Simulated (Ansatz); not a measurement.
Wires are cut from relaxed bulk GaN (F-43m, not its usual structure, 11.76 Å³/atom, gap on the mesh 1.54 eV); atoms and period are relaxed, and energies count from that bulk.

The calculation used DFT PBE, scalar-relativistic, plane waves, PAW (Ansatz).

Plane waves to 420 eV, a k mesh through Γ of 1×1×7 on the computed 16-atom cell and Gaussian smearing (0.05 eV); collinear spin from starting moments 0.3 0.3 0.3 0.3 0.3 0.3 0.3 0.3 0.3 0.3 0.3 0.3 0.3 0.3 0.3 0.3 μB.

Start ([001] wire, 16 host atoms a period):

```xyz
16
Lattice="15.8000 0.0000 0.0000 0.0000 16.1000 0.0000 0.0000 0.0000 4.5485" Properties=species:S:1:pos:R:3 pbc="T T T"
Ga    4.4886    8.0500    0.0000
Ga    9.0371    8.0500    0.0000
N     5.6258    9.1871    1.1371
N    10.1742    9.1871    1.1371
Ga    9.0371    5.7758    2.2742
Ga    9.0371   10.3242    2.2742
N     5.6258    6.9129    3.4114
N    10.1742    6.9129    3.4114
Ga    6.7629    8.0500    2.2742
Ga   11.3114    8.0500    2.2742
N     7.9000    4.6386    3.4114
N     7.9000    9.1871    3.4114
Ga    6.7629    5.7758    0.0000
Ga    6.7629   10.3242    0.0000
N     7.9000    6.9129    1.1371
N     7.9000   11.4614    1.1371
```

Relax it.

The free energy falls by 140 meV/atom.

| Item | Value |
| --- | --- |
| excess energy (eV per host atom) | 0.932 |
| line energy (eV/Å) | 3.256 |
| period (Å) | 4.578 |
| gap on the mesh (eV) | 0 |
| size of the moment (μB per cell) | 0.11 |

Relaxed structure:
```yaml
crystal:
  lattice:
    - [15.80000, 0.00000, 0.00000]
    - [0.00000, 16.10000, 0.00000]
    - [0.00000, 0.00000, 4.57839]
  atoms:
    - { symbol: Ga, position: [0.31444, 0.50000, 0.00000] }
    - { symbol: Ga, position: [0.57474, 0.50000, 0.00000] }
    - { symbol: N, position: [0.35293, 0.57588, 0.26092] }
    - { symbol: N, position: [0.64707, 0.57588, 0.23908] }
    - { symbol: Ga, position: [0.56030, 0.35997, 0.54675] }
    - { symbol: Ga, position: [0.56030, 0.64003, 0.45325] }
    - { symbol: N, position: [0.35293, 0.42412, 0.73908] }
    - { symbol: N, position: [0.64707, 0.42412, 0.76092] }
    - { symbol: Ga, position: [0.42526, 0.50000, 0.50000] }
    - { symbol: Ga, position: [0.68556, 0.50000, 0.50000] }
    - { symbol: N, position: [0.50000, 0.28249, 0.75000] }
    - { symbol: N, position: [0.50000, 0.57179, 0.75000] }
    - { symbol: Ga, position: [0.43970, 0.35997, 0.95325] }
    - { symbol: Ga, position: [0.43970, 0.64003, 0.04675] }
    - { symbol: N, position: [0.50000, 0.42821, 0.25000] }
    - { symbol: N, position: [0.50000, 0.71751, 0.25000] }
```

Each run keeps its start's symmetry and one magnetic start, so lower states can exist.

Time: 8.9 min on 4 threads of Arm Neoverse V2 (shared host), peak memory 2.6 GiB.